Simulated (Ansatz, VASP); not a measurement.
Sb in VASP and in Ansatz

```xyz
1
Lattice="0.0000 2.2895 2.2895 2.2895 0.0000 2.2895 2.2895 2.2895 0.0000" Properties=species:S:1:pos:R:3 pbc="T T T"
Sb    0.0000    0.0000    0.0000
```

Change from the starting cell: volume scaled by 0.98, PAW files.

Alike in both runs: task electric field gradients; functional PBEsol; k mesh 12 × 12 × 12; occupations fermi-dirac, width 0.05 eV; no spin polarisation.

|  | VASP | Ansatz |
| --- | --- | --- |
| version | VASP 6.6.1 | Ansatz 0.2.0 |
| potentials or method | VASP PAW PBE potentials, release 64 (Sb) | PAW with Ansatz's default frozen-core files, scalar-relativistic |
| plane-wave cutoff (eV) | 520 | 420 |
| valence electrons in the cell | 5 | 15 |

Ansatz gave:

| Property | Result |
| --- | --- |
| pressure (GPa) | 7.0 |
| Vzz of the field gradient on the site that differs most (V/Å²) | 0.0 |

Question: Which values does VASP return?

Answer: Pressure (GPa): 7.1; Vzz of the field gradient on the site that differs most (V/Å²): 0.0.

With one functional, cell and mesh, what is left measures potentials, basis and numerics. The two sets of potentials don't hold the same shells in valence. Ansatz warned: «gradients_without_spin_orbit».

Caveats: the PAW data sets were made with another functional, which shifts forces and pressure a little (VASP). Spin-orbit coupling is left out, which matters for the levels of Sb.
